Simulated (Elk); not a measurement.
# BAs: a single-point run

The task is a single-point run on BAs.

Program: Elk 11.2.3 with local patches. Level of theory: DFT, LDA (Perdew-Wang), all-electron APW+lo, Dirac cores, scalar-relativistic bands with second-variational spin-orbit coupling. These are calculated values, not measurements.

2 further runs of the same task are left out: 1 for a known fault of the program, 1 set aside as unsound or not needed.

## (1) The starting structure

The structure is cubic, space group F-43m (No. 216). The conventional cell has a = 4.819 Å, b = 4.819 Å, c = 4.819 Å, α = 90.00°, β = 90.00°, γ = 90.00°. Around B (site symmetry -43m) lie 4 As at 2.09 Å. As (site symmetry -43m) has 4 B at 2.09 Å as nearest neighbours.

As a file:

```cif
data_structure
_symmetry_space_group_name_H-M 'P 1'
_symmetry_Int_Tables_number 1
_cell_length_a 3.4077
_cell_length_b 3.4077
_cell_length_c 3.4077
_cell_angle_alpha 60.000
_cell_angle_beta 60.000
_cell_angle_gamma 60.000
_cell_volume 27.98
loop_
_atom_site_label
_atom_site_type_symbol
_atom_site_fract_x
_atom_site_fract_y
_atom_site_fract_z
_atom_site_occupancy
B1 B 0.75000 0.75000 0.75000 1
As1 As 0.00000 0.00000 0.00000 1
```

## (2) The calculation

The input, elk.in:

```
tasks
  0
  110
  115

xctype
  3

rgkmax
  7.5

gmaxvr
  10

lmaxapw
  12

lmaxo
  7

lmaxi
  4

nrmtscf
  1.5

nempty
  6

epspot
  1e-06

epsengy
  0.0001

maxscl
  60

swidth
  0.001

stype
  0

lradstp
  4

mixtype
  1

hmaxvr
  4

tforce
  .true.

lorbcnd
  .true.

spinorb
  .true.

sppath
  './'

avec
  0.00000000000 4.55353509250 4.55353509250
  4.55353509250 0.00000000000 4.55353509250
  4.55353509250 4.55353509250 0.00000000000

atoms
  2
  'b_paw.in'
  1
  0.750000000000 0.750000000000 0.750000000000   0.000 0.000 0.000
  'As.in'
  1
  0.000000000000 0.000000000000 0.000000000000   0.000 0.000 0.000

ngridk
  12 12 12
```

Elk's species files are used as shipped, but for the radius rmt:

```
B.in: 0.894427E-06    1.4000    45.4840    300    : rminsp, rmt, rmaxsp, nrmt
As.in: 0.348155E-06    1.8500    44.7786    500    : rminsp, rmt, rmaxsp, nrmt
```

On the command line:

```bash
OMP_NUM_THREADS=1 elk
```

Standard output:

```text
┌─────────────────────────────────┐
│ Elk code version 11.2.3 started │
└─────────────────────────────────┘

Error(readspecies): error opening species file ./b_paw.in
```

It took 0.03 s on 1 thread, shared host; peak memory 0.04 GiB.

## (3) Reading the log

The run ended at the input check. It says: «Error(readspecies): error opening species file ./b_paw.in  »

The program can't open a file it was told to read.

Fix: give the right file name.

## (4) Summary of results

| quantity | value |
| --- | --- |
| ending | refused |
| cause | file not found |

In words: The run has to be repeated with the input mended.
